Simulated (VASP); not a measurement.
# VASP inputs for ZnO (strained wurtzite)

INCAR

```
ENCUT = 520
NSW = 0
GGA = PE
NELM = 120
LCHARG = .TRUE.
SIGMA = 0.02
LREAL = .FALSE.
ISIF = 2
LELF = .TRUE.
NBANDS = 26
IBRION = -1
LWAVE = .FALSE.
LASPH = .TRUE.
ISMEAR = -1
EDIFF = 1E-7
PREC = Accurate
```

KPOINTS

```
KPOINTS created by Atomic Simulation Environment
0
Gamma
12 12 6
0 0 0
```

KPOINTS_OPT

```
special points
6
Reciprocal
0.0000000000 0.0000000000 0.0000000000 1
0.5000000000 0.0000000000 0.0000000000 1
0.3333333333 0.3333333333 0.0000000000 1
0.0000000000 0.0000000000 0.5000000000 1
0.5000000000 0.0000000000 0.5000000000 1
0.3333333333 0.3333333333 0.5000000000 1
```

POSCAR

```
Zn O
 1.0000000000000000
     3.3647545015517060    0.0000000000000000    0.0000000000000000
    -1.6823772507758530    2.9139628758418237    0.0000000000000000
     0.0000000000000000    0.0000000000000000    5.4193899048000000
 Zn  O
   2   2
Cartesian
 -0.0000000000000001  1.9426419172278826 -0.0127233905329809
  1.6823772507758525  0.9713209586139413  2.6969715618670191
 -0.0000000000000001  1.9426419172278826  2.0449946048329806
  1.6823772507758525  0.9713209586139413  4.7546895572329815
```

VASP ran with the recommended PBE PAW datasets (36 valence electrons in the cell).

What does this run give?

gap between bands v and c 0.62 eV; least direct gap 0.62 eV; pressure -7.5 GPa.

Band v is the last that the valence electrons fill when counted band by band, and c is the next. Levels in eV from the top of v:

| point | v−1 | v | c | c+1 |
| --- | --- | --- | --- | --- |
| Γ | 0.00 | 0.00 | 0.62 | 4.80 |
| M | -1.11 | -0.71 | 5.30 | 6.71 |
| K | -1.67 | -1.49 | 7.02 | 7.02 |
| A | -0.33 | -0.33 | 3.18 | 3.18 |
| L | -1.18 | -1.18 | 5.49 | 5.49 |
| H | -1.04 | -1.04 | 7.34 | 7.34 |
